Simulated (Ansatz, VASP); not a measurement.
# C in VASP and in Ansatz

```
C
1.0
    -1.55912    1.55912    1.98017
     1.55912   -1.55912    1.98017
     1.55912    1.55912   -1.98017
C
3
Direct
  0.50000 0.00000 0.50000
  0.00000 0.50000 0.50000
  0.00000 0.00000 0.00000
```

Alike in both runs: task single point; functional PBE; k mesh 8 × 8 × 8; occupations gaussian, width 0.1 eV; collinear spin.

|  | VASP | Ansatz |
| --- | --- | --- |
| version | VASP 6.6.1 | Ansatz 0.2.0 |
| potentials or method | VASP PAW PBE potentials, release 64 (C) | scalar-relativistic, plane waves, PAW |
| plane-wave cutoff (eV) | 520 | 420 |
| valence electrons in the cell | 12 | 12 |

VASP gave:

| Quantity | Value |
| --- | --- |
| gap on the k mesh at the Fermi level (eV) | none |
| pressure (GPa) | 0.4 |
| largest component of the traceless stress (GPa) | 0.17 |
| net moment per atom (μB) | 0.00 |

Problem. What did Ansatz give for the same quantities?

Solution. gap on the k mesh at the Fermi level (eV): none; pressure (GPa): 0.1; largest component of the traceless stress (GPa): 0.00; net moment per atom (μB): 0.00.

A gap of «none» marks a metal or a gap that the smearing closes. Ansatz warned: «seeded_moment_not_kept».
